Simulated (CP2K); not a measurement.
Crystal: ZnS.

```
Zn S
1.0
     3.82121    0.00000    0.00000
     1.91060    3.30926    0.00000
     1.91060    1.10309    3.12000
Zn S
1 1
Cartesian
  5.7318 3.3093 2.3400
  0.0000 0.0000 0.0000
```

Base run:

| Quantity | Value |
| --- | --- |
| Program | CP2K 2026.2 |
| Functional | RPBE |
| Potentials or basis | POTENTIAL_UZH Zn GTH-PBE-q12, S GTH-PBE-q6; TZVP-MOLOPT-PBE-GTH basis |
| Density cutoff | 6123 eV |
| k mesh | 9 × 9 × 9 |
| Occupations | gaussian, width 0.05 eV |
| Spin | no spin polarisation |

Its results: band gap on the k mesh 2.23 eV, direct; pressure 4.2 GPa.

The run is repeated on the same cell with these changes: functional from RPBE to PBEsol; occupations from gaussian, width 0.05 eV to gaussian, width 0.01 eV. What comes out?

Band gap on the k mesh 1.90 eV, direct; pressure -1.3 GPa.

Caveats: the potentials were made for another functional, which shifts forces and pressure; the basis of atomic orbitals isn't converged, which shifts pressures, moduli and gaps.
